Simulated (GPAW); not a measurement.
# C (Fd-3m) in GPAW: settings compared, part 2 of 2

GPAW 26.7.0. Earlier steps stand in the parts before.

## (5) One-shot levels of the hybrid HSE06, LDA

Contents of run.py:

```python
import numpy as np
from ase.dft.bandgap import bandgap
from ase.io import read, write
from ase.units import GPa
from gpaw import GPAW, PW
from gpaw.hybrids import NonSelfConsistentHybridXCCalculator
from gpaw.hybrids.energy import non_self_consistent_energy

atoms = read('POSCAR')

calc = GPAW(mode=PW(600),
            xc='LDA',
            kpts={'size': (8, 8, 8), 'gamma': True},
            occupations={'name': 'fermi-dirac', 'width': 0.05},
            nbands=13,
            convergence={'density': 1e-05, 'energy': 1e-05, 'bands': 9, 'eigenstates': 1e-07},
            maxiter=150,
            txt='gpaw.txt')
atoms.calc = calc
energy = atoms.get_potential_energy()
forces = atoms.get_forces()
stress = atoms.get_stress()
calc.write('gs.gpw')
write('result.traj', atoms)
print(f'Energy: {energy:.6f} eV')
print('Forces (eV/A):')
print(forces.round(4))
print('Stress (GPa):', (stress / GPa).round(3))
print('Fermi level:', round(calc.get_fermi_level(), 4), 'eV')
print(f'Gap: {bandgap(calc)[0]:.4f} eV, direct: {bandgap(calc, direct=True)[0]:.4f} eV')

for xc in ['HSE06', 'HSE03', 'B3LYP']:
    e = non_self_consistent_energy(calc, xc).sum()
    print(f'{xc} energy on these orbitals: {e:.6f} eV')
    nsc = NonSelfConsistentHybridXCCalculator.from_dft_calculation(
        calc.dft, xc, log=f'levels-{xc}.txt')
    dft_skn, hyb_skn = nsc.calculate(calc.dft.ibzwfs, 0, 9)
    np.savetxt(f'levels-{xc}.dat', hyb_skn.reshape((-1, hyb_skn.shape[-1])), fmt='%.4f')
```

Contents of POSCAR:

```
C
1.0
    0.0000000000      1.7833700000      1.7833700000
    1.7833700000      0.0000000000      1.7833700000
    1.7833700000      1.7833700000      0.0000000000
C
2
Direct
    0.7500000000      0.7500000000      0.7500000000
    0.5000000000      0.5000000000      0.5000000000
```

Potentials or basis: the program's PAW data sets (release 1.2.1) made for this functional, pw.

Launch:

```console
> OMP_NUM_THREADS=1 python run.py
```

gpaw.txt:

```text
__  _  _
 | _ |_)|_||  |
 |__||  | ||/\| - 26.7.0

Input parameters:
  mode=PW(ecut=600.0),
  convergence={'density': 1e-05, 'energy': 1e-05, 'bands': 9, 'eigenstates': 1e-07},
  kpts=MonkhorstPack(size=(8, 8, 8), gamma=True),
  maxiter=150,
  nbands=13,
  occupations=Occupations(name='fermi-dirac', width=0.05),
  xc=XC(name='LDA')

Diagonalizing LCAO Hamiltonian
Converting LCAO to pw mode

          C
       C

Atoms  # Å, Bohr magnetons
|   | symbol |        x |        y |        z |    initial magnetic moments |
|---|--------|----------|----------|----------|-----------------------------|
| 0 |      C | 2.675055 | 2.675055 | 2.675055 | ( 0.0000,  0.0000,  0.0000) |
| 1 |      C | 1.783370 | 1.783370 | 1.783370 | ( 0.0000,  0.0000,  0.0000) |

Unit cell  # Å
| periodic |        x |        y |        z |  lengths |    angles |
|----------|----------|----------|----------|----------|-----------|
|      yes | 0.000000 | 1.783370 | 1.783370 | 2.522066 | 60.000000 |
|      yes | 1.783370 | 0.000000 | 1.783370 | 2.522066 | 60.000000 |
|      yes | 1.783370 | 1.783370 | 0.000000 | 2.522066 | 60.000000 |

Number of symmetries: 24
Symmetry operations  # r_c * U_cc + t_c -> r_c
|    | kind |            matrix            |
|----|------|------------------------------|
|  0 |  E   |  1, 0, 0,  0, 1, 0,  0, 0, 1 |
|  1 |  σ   |  1, 0, 0,  0, 0, 1,  0, 1, 0 |
|  2 |  σ   |  1, 0,-1,  0, 1,-1,  0, 0,-1 |
|  3 |  C3  |  1, 0,-1,  0, 0,-1,  0, 1,-1 |
|  4 |  C3  |  1,-1, 0,  0,-1, 1,  0,-1, 0 |
|  5 |  σ   |  1,-1, 0,  0,-1, 0,  0,-1, 1 |
|  6 |  σ   |  0, 1, 0,  1, 0, 0,  0, 0, 1 |
|  7 |  C3  |  0, 1, 0,  0, 0, 1,  1, 0, 0 |
|  8 |  C2  |  0, 1,-1,  1, 0,-1,  0, 0,-1 |
|  9 |  S4  |  0, 1,-1,  0, 0,-1,  1, 0,-1 |
| 10 |  C3  |  0, 0, 1,  1, 0, 0,  0, 1, 0 |
| 11 |  σ   |  0, 0, 1,  0, 1, 0,  1, 0, 0 |
| 12 |  S4  |  0, 0,-1,  1, 0,-1,  0, 1,-1 |
| 13 |  C3  |  0, 0,-1,  0, 1,-1,  1, 0,-1 |
| 14 |  S4  |  0,-1, 1,  1,-1, 0,  0,-1, 0 |
| 15 |  C2  |  0,-1, 1,  0,-1, 0,  1,-1, 0 |
| 16 |  C3  |  0,-1, 0,  1,-1, 0,  0,-1, 1 |
| 17 |  S4  |  0,-1, 0,  0,-1, 1,  1,-1, 0 |
| 18 |  S4  | -1, 1, 0, -1, 0, 1, -1, 0, 0 |
| 19 |  C3  | -1, 1, 0, -1, 0, 0, -1, 0, 1 |
| 20 |  C3  | -1, 0, 1, -1, 1, 0, -1, 0, 0 |
| 21 |  S4  | -1, 0, 1, -1, 0, 0, -1, 1, 0 |
| 22 |  σ   | -1, 0, 0, -1, 1, 0, -1, 0, 1 |
| 23 |  C2  | -1, 0, 0, -1, 0, 1, -1, 1, 0 |

BZ-sampling:
  Number of BZ points: 512
  Number of IBZ points: 29

  Monkhorst-Pack size: [8, 8, 8]
  Monkhorst-Pack shift: [0.0625, 0.0625, 0.0625]

K-points  # in reciprocal-cell coordinates
|     |                                coordinates |     weight |
|-----|--------------------------------------------|------------|
|   0 | (  0.00000000,   0.00000000,   0.00000000) | 0.00195312 |
|   1 | (  0.12500000,   0.12500000,   0.00000000) | 0.01171875 |
|   2 | (  0.12500000,   0.12500000,   0.12500000) | 0.01562500 |
|   3 | (  0.25000000,   0.12500000,   0.12500000) | 0.02343750 |
|   4 | (  0.25000000,   0.25000000,   0.00000000) | 0.01171875 |
|   5 | (  0.25000000,   0.25000000,   0.12500000) | 0.04687500 |
|   6 | (  0.25000000,   0.25000000,   0.25000000) | 0.01562500 |
|   7 | (  0.37500000,   0.25000000,  -0.37500000) | 0.04687500 |
|   8 | (  0.37500000,   0.25000000,   0.12500000) | 0.04687500 |
|   9 | (  0.37500000,   0.25000000,   0.25000000) | 0.04687500 |
| ... |                                            |            |
|  28 | (  0.50000000,   0.50000000,   0.50000000) | 0.00781250 |

Plane wave coefficients: 391
Cutoff: 600.0 eV

Spin-components: 1 (collinear spins)
Bands:           13
Projectors:      10
Spin-degeneracy: 2
Datatype:        complex128

Parallelization:
  kpt:    1
  domain: 1
  band:   1

Density:
  Valence electrons: 8.0
  Components: 1
  Grid points: [15 15 15]
  Charge: 0.0  # |e|

Potential:
  Grid points: [15 15 15]

species:
  C:
    name:    Carbon
    Z:       6.0
    valence: 4
    core:    2
    charge:  0.0  # [|e|]
    compensation charges:
      type: gauss
      rc: 0.20  # [Å]
      lmax: 2
    cutoffs:
      filter: 1.14  # [Å]
      core: 1.14  # [Å]
    projectors
    | kind |    occ | energy [eV] | rcut [Å] |
    |------|--------|-------------|----------|
    |   2s |  2.000 |     -13.639 |    0.635 |
    |   2p |  2.000 |      -5.414 |    0.635 |
    |    s |        |      13.573 |    0.635 |
    |    p |        |      21.797 |    0.635 |
    |    d |        |       0.000 |    0.635 |

    Using partial waves for C as LCAO basis

Reference energy: -2037.605076  # eV

eigensolver:
  PPCG
  Converge bands: 9
  niter=2

density mixing:
  MSR1-Mixer
  Pratt-step length: 0.05
  Maximum mixing coefficient: 0.75
  Old densities: 10
  SVD Regularization: 0.005
  Good broyden scale: 1.0
  Trust region scale: 1.0
  Backstep threshold: 4.0
  History deletion threshold: 6.0
  Fourier metric: weight=20.0, sigma=0.015

occupation numbers:
  Fermi-Dirac:
    width: 0.0500  # eV

poisson solver:
  ecut: 4800.0  # eV

xc functional:
  name: None

convergence criteria:
- Maximum integral of absolute [dens]ity change: 1e-05 electrons / valence electron
- Maximum [total energy] change in last 3 cyles: 1e-05 eV / valence electron
- Maximum integral of absolute [eigenst]ate change: 1e-07 eV^2 / valence electron
maximum number of iterations: 150

SCF iterations
|iter     | |      energy | eigst |  dens |
|---------|-|-------------|-------|-------|
|iter:   1| |  -20.905826 | +1.90 |       |
|iter:   2| |  -20.819646 | +0.22 | -0.79 |
|iter:   3| |  -20.269518 | -1.11 | -0.82 |
|iter:   4| |  -20.259452 | -2.46 | -1.50 |
|iter:   5| |  -20.259831 | -4.06 | -2.23 |
|iter:   6| |  -20.259836 | -6.34 | -3.43 |
|iter:   7| |  -20.259836c| -6.99 | -4.08 |
|iter:   8| |  -20.259836c| -8.11c| -5.80c|

Converged in 8 steps
Energy contributions relative to reference atoms: (reference = -2037.605076)

Energy contributions:
  Kinetic:          17.023858
  Coulomb:         -15.981192
  Zero:              0.035888
  External:          0.000000
  Xc:              -21.338390
  Entropy:          -0.000000
  Spinorbit:         0.000000
  ----------------------------
  Free energy:     -20.259836
  Extrapolated:    -20.259836

dipole moment: (2.143348, 2.143348, 2.143348)  # |e|*Ang

Fermi level: 13.579
Eigenvalues  # (at kpt = [0.000, 0.000, 0.000])
| band index |      eig [eV] | occ [0-2] |
|------------|---------------|-----------|
|          0 |        -9.517 |     2.000 |
|          1 |        11.807 |     2.000 |
|          2 |        11.807 |     2.000 |
|          3 |        11.807 |     2.000 |
|          4 |        17.354 |     0.000 |
|          5 |        17.354 |     0.000 |
|          6 |        17.354 |     0.000 |
|          7 |        25.359 |     0.000 |
|          8 |        30.828 |     0.000 |
|          9 |        38.422 |     0.000 |
|         10 |        38.732 |     0.000 |
|         11 |        39.121 |     0.000 |
|         12 |        39.121 |     0.000 |

Gap: 4.101 eV
Transition (v -> c):
  (s=0, k=0, n=3, [0.00, 0.00, 0.00]) -> (s=0, k=12, n=4, [0.38, 0.38, 0.00])
Direct/indirect transitions are different
Direct gap: 5.548 eV
Transition at: (s=0, k=0, n=3, [0.00, 0.00, 0.00])

Forces  # eV/Ang
|        x |       y |       z |
|----------|---------|---------|
| -0.00000 | 0.00000 | 0.00000 |  # C    0
| -0.00000 | 0.00000 | 0.00000 |  # C    1

Stress tensor  # eV/Ang^3
|         x |         y |         z |
|-----------|-----------|-----------|
|  0.079246 | -0.000000 |  0.000000 |
| -0.000000 |  0.079246 | -0.000000 |
|  0.000000 | -0.000000 |  0.079246 |

# Writing to gs.gpw (mode='')
```

Wall time 6.8 min (1 thread of Intel Xeon Platinum 8488C (Sapphire Rapids), shared host); peak memory 0.38 GiB.

What came out:

```
Free energy                            : -20.2598 eV
Pressure                               : -12.7 GPa
Band gap on the k mesh                 : 4.10 eV, indirect (least direct gap 5.55 eV)
Band gap of the one-shot hybrid        : 5.30 eV
Direct band gap of the one-shot hybrid : 6.95 eV
```

Band gaps from one-shot exact exchange on these states (eV): hse06 5.30, hse03 5.36, b3lyp 5.99

Caveat: the k mesh is coarse; the cutoff is short for stress and forces, so pressures can be off by a GPa or more; energy and the plain gap are those of the semilocal run; the hybrids' values are one shot on its orbitals and mesh. A k mesh can miss the band edges.

## (6) Equation of state, revPBE+D3

Contents of run.py:

```python
import spglib
from ase import Atoms
from ase.calculators.mixing import SumCalculator
from ase.eos import EquationOfState
from ase.io import Trajectory, read
from ase.units import GPa
from dftd3.ase import DFTD3
from gpaw import GPAW, PW

atoms = read('C.cif')
cell, positions, numbers = spglib.find_primitive(
    (atoms.cell[:], atoms.get_scaled_positions(), atoms.numbers), symprec=1e-4)
atoms = Atoms(numbers, cell=cell, scaled_positions=positions, pbc=True)

traj = Trajectory('eos.traj', 'w')
volumes, energies = [], []
for x in [0.94, 0.96, 0.98, 1.0, 1.02, 1.04, 1.06]:
    a = atoms.copy()
    a.set_cell(atoms.cell * x**(1 / 3), scale_atoms=True)
    calc = GPAW(mode=PW(800),
                xc='revPBE',
                kpts={'size': (10, 10, 10), 'gamma': True},
                occupations={'name': 'fermi-dirac', 'width': 0.05},
                nbands=11,
                convergence={'density': 1e-05, 'energy': 1e-05},
                maxiter=150,
                txt=f'eos-{x:.2f}.txt')
    a.calc = SumCalculator([calc, DFTD3(method='revpbe', damping='d3zero')])
    energies.append(a.get_potential_energy())
    volumes.append(a.get_volume())
    p = -a.get_stress()[:3].mean() / GPa
    calc.write(f'eos-{x:.2f}.gpw')
    traj.write(a)
    print(f'{x:.2f} {volumes[-1]:10.4f} A^3 {energies[-1]:14.6f} eV {p:9.3f} GPa', flush=True)

v0, e0, B = EquationOfState(volumes, energies, eos='birchmurnaghan').fit()
print(f'V0 = {v0:.4f} A^3, E0 = {e0:.6f} eV, B0 = {B / GPa:.2f} GPa')
```

Contents of C.cif:

```cif
data_C
_cell_length_a 3.56674000
_cell_length_b 3.56674000
_cell_length_c 3.56674000
_cell_angle_alpha 90.00000000
_cell_angle_beta 90.00000000
_cell_angle_gamma 90.00000000
_space_group_name_H-M_alt 'Fd-3m'
_space_group_name_Hall 'F 4d 2 3 -1d'
_space_group_IT_number 227
loop_
_space_group_symop_operation_xyz
'x,y,z'
'-y+1/4,x+1/4,z+1/4'
'-x,-y+1/2,z+1/2'
'y+3/4,-x+1/4,z+3/4'
'x,-y,-z'
'-y+1/4,-x+3/4,-z+3/4'
'-x,y+1/2,-z+1/2'
'y+3/4,x+3/4,-z+1/4'
'z,x,y'
'z+1/4,-y+1/4,x+1/4'
'z+1/2,-x,-y+1/2'
'z+3/4,y+3/4,-x+1/4'
'-z,x,-y'
'-z+3/4,-y+1/4,-x+3/4'
'-z+1/2,-x,y+1/2'
'-z+1/4,y+3/4,x+3/4'
'y,z,x'
'x+1/4,z+1/4,-y+1/4'
'-y+1/2,z+1/2,-x'
'-x+1/4,z+3/4,y+3/4'
'-y,-z,x'
'-x+3/4,-z+3/4,-y+1/4'
'y+1/2,-z+1/2,-x'
'x+3/4,-z+1/4,y+3/4'
'-x+1/4,-y+1/4,-z+1/4'
'y,-x,-z'
'x+1/4,y+3/4,-z+3/4'
'-y+1/2,x,-z+1/2'
'-x+1/4,y+1/4,z+1/4'
'y,x+1/2,z+1/2'
'x+1/4,-y+3/4,z+3/4'
'-y+1/2,-x+1/2,z'
'-z+1/4,-x+1/4,-y+1/4'
'-z,y,-x'
'-z+3/4,x+1/4,y+3/4'
'-z+1/2,-y+1/2,x'
'z+1/4,-x+1/4,y+1/4'
'z+1/2,y,x+1/2'
'z+3/4,x+1/4,-y+3/4'
'z,-y+1/2,-x+1/2'
'-y+1/4,-z+1/4,-x+1/4'
[... 89 lines left out ...]
'-z+1/4,x+1/4,y+1/4'
'-z,-y+1/2,x+1/2'
'z+3/4,-x+1/4,y+3/4'
'z,y,x'
'z+1/4,x+1/4,-y+1/4'
'z+1/2,-y+1/2,-x'
'-y+3/4,-z+1/4,-x+3/4'
'-x+1/2,-z,y+1/2'
'y+1/4,-z+3/4,x+3/4'
'x+1/2,-z+1/2,-y'
'y+3/4,z+1/4,-x+3/4'
'x,z+1/2,y+1/2'
'-y+1/4,z+3/4,x+3/4'
'-x,z,-y'
'x+1/2,y+1/2,z'
'-y+3/4,x+3/4,z+1/4'
'-x+1/2,-y,z+1/2'
'y+1/4,-x+3/4,z+3/4'
'x+1/2,-y+1/2,-z'
'-y+3/4,-x+1/4,-z+3/4'
'-x+1/2,y,-z+1/2'
'y+1/4,x+1/4,-z+1/4'
'z+1/2,x+1/2,y'
'z+3/4,-y+3/4,x+1/4'
'z,-x+1/2,-y+1/2'
'z+1/4,y+1/4,-x+1/4'
'-z+1/2,x+1/2,-y'
'-z+1/4,-y+3/4,-x+3/4'
'-z,-x+1/2,y+1/2'
'-z+3/4,y+1/4,x+3/4'
'y+1/2,z+1/2,x'
'x+3/4,z+3/4,-y+1/4'
'-y,z,-x'
'-x+3/4,z+1/4,y+3/4'
'-y+1/2,-z+1/2,x'
'-x+1/4,-z+1/4,-y+1/4'
'y,-z,-x'
'x+1/4,-z+3/4,y+3/4'
'-x+3/4,-y+3/4,-z+1/4'
'y+1/2,-x+1/2,-z'
'x+3/4,y+1/4,-z+3/4'
'-y,x+1/2,-z+1/2'
'-x+3/4,y+3/4,z+1/4'
'y+1/2,x,z+1/2'
'x+3/4,-y+1/4,z+3/4'
'-y,-x,z'
'-z+3/4,-x+3/4,-y+1/4'
'-z+1/2,y+1/2,-x'
'-z+1/4,x+3/4,y+3/4'
'-z,-y,x'
'z+3/4,-x+3/4,y+1/4'
'z,y+1/2,x+1/2'
'z+1/4,x+3/4,-y+3/4'
'z+1/2,-y,-x+1/2'
'-y+3/4,-z+3/4,-x+1/4'
'-x+1/2,-z+1/2,y'
'y+1/4,-z+1/4,x+1/4'
'x+1/2,-z,-y+1/2'
'y+3/4,z+3/4,-x+1/4'
'x,z,y'
'-y+1/4,z+1/4,x+1/4'
'-x,z+1/2,-y+1/2'
loop_
_atom_site_label
_atom_site_type_symbol
_atom_site_symmetry_multiplicity
_atom_site_Wyckoff_symbol
_atom_site_fract_x
_atom_site_fract_y
_atom_site_fract_z
_atom_site_occupancy
C1 C 8 a 0.2500000000 0.2500000000 0.2500000000 1
```

Potentials or basis: the program's PAW data sets (release 1.2.1) made for this functional, pw.

Launch:

```console
> OMP_NUM_THREADS=1 python run.py
```

Wall time 43 s (1 thread of Intel Xeon Platinum 8488C (Sapphire Rapids), shared host); peak memory 0.18 GiB.

The run converged. Its results:

```
Equilibrium volume                      : 5.71 Å³/atom
Bulk modulus                            : 423 GPa
Pressure derivative of the bulk modulus : 3.7
```

Energy against volume, from the lowest point:
| volume (Å³/atom) | energy (meV/atom) |
| --- | --- |
| 5.332 | 36.02 |
| 5.445 | 16.81 |
| 5.558 | 5.05 |
| 5.672 | 0.00 |
| 5.785 | 1.07 |
| 5.899 | 7.78 |
| 6.012 | 19.54 |

## (7) Overview

```csv
task,level,potentials or basis,k mesh,cutoff (eV),hybrids on these orbitals,oneshot functional,V0 of scaled cells (Å³/atom),B0 (GPa)
equation of state,MS2,"GPAW PAW data sets (gpaw-data 1.2.1), pw",10 × 10 × 10,800,-,-,-,-
equation of state,PBEsol+D4,"PAW data sets generated in the run's folder for this functional, pw",10 × 10 × 10,800,-,-,5.58,457
equation of state,vdW-DF-cx,"GPAW PAW data sets (gpaw-data 1.2.1), pw",10 × 10 × 10,800,-,-,5.68,440
one-shot levels of the hybrid HSE06,LDA,"the program's PAW data sets (release 1.2.1) made for this functional, pw",8 × 8 × 8,600,"["HSE06", "HSE03", "B3LYP"]",HSE06,-,-
equation of state,revPBE+D3,"the program's PAW data sets (release 1.2.1) made for this functional, pw",10 × 10 × 10,800,-,-,5.71,423
```

Alike in all rows: no spin polarisation; cell as given; smearing fermi-dirac 0.05 eV.

Caveats: the PAW data sets were made with another functional, which shifts forces and pressure a little (some runs); the points scatter about the fit (some runs); the cutoff is short for stress and forces, so pressures can be off by a GPa or more (some runs); energy and the plain gap are those of the semilocal run (some runs); the hybrids' values are one shot on its orbitals and mesh (some runs).

Total energies depend on the potentials used, so only differences within one code and one set of settings carry meaning.

## (8) Against experiment

Step 3. A measured bulk modulus of C is 444.8 GPa (quoted in “Equation of state of cubic boron nitride at high pressures and temperatures”, 2007, arxiv:cond-mat/0702656); the calculated 457 GPa misses it by +2.7 %. 3 values of this kind are on record (442 to 444.8 GPa); this one was drawn at random among those near their median, those with a stated uncertainty first. The fit is for a static lattice scaled at fixed shape and fixed fractional positions. The cell as given is a measured one (5.67 Å³/atom); PBEsol+D4 puts the equilibrium volume -1.7 % from it, thermal expansion not counted.

Step 4. Measured bulk modulus of C: 442 GPa (quoted in “Equation of state of cubic boron nitride at high pressures and temperatures”, 2007, arxiv:cond-mat/0702656). This calculation gives 440 GPa (-0.5 %). 3 values of this kind are on record (442 to 444.8 GPa); this one was drawn at random among those near their median, those with a stated uncertainty first. The fit is for a static lattice scaled at fixed shape and fixed fractional positions. The cell as given is a measured one (5.67 Å³/atom); vdW-DF-cx puts the equilibrium volume +0.1 % from it, thermal expansion not counted.

Step 6. Measured bulk modulus of C: 442 GPa (quoted in “Equation of state of cubic boron nitride at high pressures and temperatures”, 2007, arxiv:cond-mat/0702656). This calculation gives 423 GPa (-4.2 %). 3 values of this kind are on record (442 to 444.8 GPa); this one was drawn at random among those near their median, those with a stated uncertainty first. The fit is for a static lattice scaled at fixed shape and fixed fractional positions. The cell as given is a measured one (5.67 Å³/atom); revPBE+D3 puts the equilibrium volume +0.6 % from it, thermal expansion not counted.
